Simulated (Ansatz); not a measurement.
Input deck for Ansatz 0.2.0, then the block of the output on the nuclei.

The cell is a structure deposited in the COD, relaxed with PBE at fixed cell and then changed (volume scaled by 0.98, ions relaxed).

```yaml
crystal:
  lattice:
    - [0.0, 2.6890799894, 2.6890799894]
    - [2.6890799894, 0.0, 2.6890799894]
    - [2.6890799894, 2.6890799894, 0.0]
  atoms:
    - { symbol: Zn, position: [0.0, 0.0, 0.0] }
    - { symbol: S, position: [0.25, 0.25, 0.25] }
kpoints:
  mp_grid: { grid: [14, 14, 14] }
scf:
  occupations: { method: fermi_dirac, width: 0.02 }
hamiltonian:
  xc: pbe
  pseudopotentials: { kind: paw }
output:
  forces: true
  stress: true
  populations: true
  efg:
    quadrupole_moments_barn: { Zn: 0.122, S: -0.0694 }
    contact_densities: true
relax:
  f_tol: 0.02
  max_steps: 60
```

```sh
ansatz run input.yaml --threads 1 --pin off --max-ram 3072MiB --backend cpu --events-out ev --progress --plain --runs-dir out
```

The run relaxes the ions first, and the block belongs to the relaxed positions.

Of the output, the block on the nuclei alone is shown; the set-up, the SCF iterations, energies, forces and stress are cut. One atom of each set with nearly equal values is shown.

```
--- PAW observables at the nuclei: V_zz in 10²¹ V/m², potentials from the cell's mean, atoms counted from 1 ---
  atom   1  Zn V_zz =    -0.000000   η = 0.0000   by run symmetry: forbidden   C_q = -0.0000 MHz
            electrostatic potential = -3941.762080 V   contact ρ = 166604.216321 e/Å³
  atom   2  S  V_zz =    -0.000000   η = 0.0000   by run symmetry: forbidden   C_q = +0.0000 MHz
            electrostatic potential = -1633.225253 V   contact ρ = 19764.923135 e/Å³
```

The relaxation (1 step) took 4.9 s of wall time (4.8 s of CPU time) and 0.44 GiB at its peak, on 1 thread of Intel Xeon 6975P-C (Granite Rapids) (x86_64; 16 cores open to the job, memory cap 3.0 GiB, no GPU), a shared host with a load of 0.6 a core.
